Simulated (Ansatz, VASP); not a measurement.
One calculation of Sc, two programs

```
Sc
1.0
     5.47612    0.00000    0.00000
    -2.73806    4.74246    0.00000
     0.00000    0.00000    3.35710
Sc
3
Direct
  0.00000 0.00000 0.00000
  0.33333 0.66667 0.50000
  0.66667 0.33333 0.50000
```

Alike in both runs: task relaxation of cell and atoms; functional PBEsol; k mesh 6 × 6 × 6; occupations gaussian, width 0.1 eV; no spin polarisation.

|  | VASP | Ansatz |
| --- | --- | --- |
| version | VASP 6.6.1 | Ansatz 0.2.0 |
| potentials or method | VASP PAW PBE potentials, release 64 (Sc_sv) | scalar-relativistic, plane waves, PAW |
| plane-wave cutoff (eV) | 600 | 420 |
| valence electrons in the cell | 33 | 33 |

|  | VASP | Ansatz | Ansatz less VASP |
| --- | --- | --- | --- |
| gap on the k mesh at the Fermi level, each at its own relaxed structure (eV) | none | none | - |
| relaxed volume (Å³/atom) | 23.59 | 23.53 | -0.057 |
| relaxed cell length with the largest relative difference (Å) | 3.196 | 3.192 | -0.0040 |
| energy change over the relaxation (meV/atom) | -171 | -173 | -2.1 |

A gap of «none» marks a metal or a gap that the smearing closes.

Caveats: the volume moved by over 15 % at a fixed basis, so the end points are rough (VASP); the PAW data sets were made with another functional, which shifts forces and pressure a little (VASP).
